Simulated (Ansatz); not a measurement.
**TiC under changes of volume**

One of the cells (10.158 Å³/atom); the others are scaled copies at fixed shape and fractional positions:

```
Ti C
1.0
     0.00000    2.16572    2.16572
     2.16572    0.00000    2.16572
     2.16572    2.16572    0.00000
Ti C
1 1
Cartesian
  0.0000 0.0000 0.0000
  2.1657 2.1657 2.1657
```

The cell is a database's computed one.

| Property | Result |
| --- | --- |
| Program | Ansatz 0.2.0 |
| Functional | PBEsol |
| Potentials or basis | all-electron LAPW, scalar-relativistic |
| Cutoff | 337 eV (chosen from the basis error) |
| Basis error allowed | 0.0005 eV/atom |
| k mesh | 11 × 11 × 11 |
| Occupations | fermi-dirac, width 0.05 eV |
| Spin | no spin polarisation |

```tsv
volume (Å³/atom)	energy over the lowest point (meV/atom)	pressure (GPa)
9.548	10.28	10.2
9.752	?	?
9.955	0.00	-1.7
10.158	5.39	-6.7
10.361	16.88	-11.3
10.564	33.89	-15.4
10.767	55.86	-19.2
```

Q: What does the run at 9.752 Å³/atom give?

A: Energy over the lowest point 1.39 meV/atom; pressure 3.9 GPa.

Worked out: A Birch-Murnaghan fit of order 3 (a polynomial in V^(-2/3)) to the other rows has its minimum at 9.89 Å³/atom with B0 = V·E''(V) = 268 GPa and B' = 4.0. It gives 1.36 meV/atom at 9.752 Å³/atom, against the run's 1.39, and -dE/dV = 3.9 GPa, against 3.9.

Energies are extrapolated to zero smearing.
